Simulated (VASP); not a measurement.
Here is the system:

```
InN
1.0
    0.00000     2.32777     2.32777
    2.32777     0.00000     2.32777
    2.32777     2.32777     0.00000
In N
1 1
Direct
  0.00000   0.00000   0.00000
  0.25000   0.25000   0.25000
```

Calculation: PBEsol GGA, VASP's PBE PAW potentials (set 64) (plane waves; VASP 6.6.1). Numerical set-up: 620 eV cut-off, 13×13×13 Γ-centred mesh, first-order Methfessel-Paxton smearing of 0.10 eV, potentials In_d N.

Unless said otherwise, spin-orbit coupling is left out, though it shifts the bands of the heavy elements here.

**Question.** Predict the energy per atom (σ→0), pressure, band gap (on the k-mesh) with the smallest direct gap where there is one.

**Answer.** 
band gap (on the k-mesh): 0.04 eV
smallest direct gap (on the k-mesh): 0.04 eV
energy per atom (σ→0): -5.441 eV/atom
pressure: 44.81 GPa

Only differences to runs with the same potentials and settings are physical.

The structure was generated: InN was put into the zinc blende type (F-43m), which need not be its known phase. It was relaxed first under an external pressure of 45 GPa.
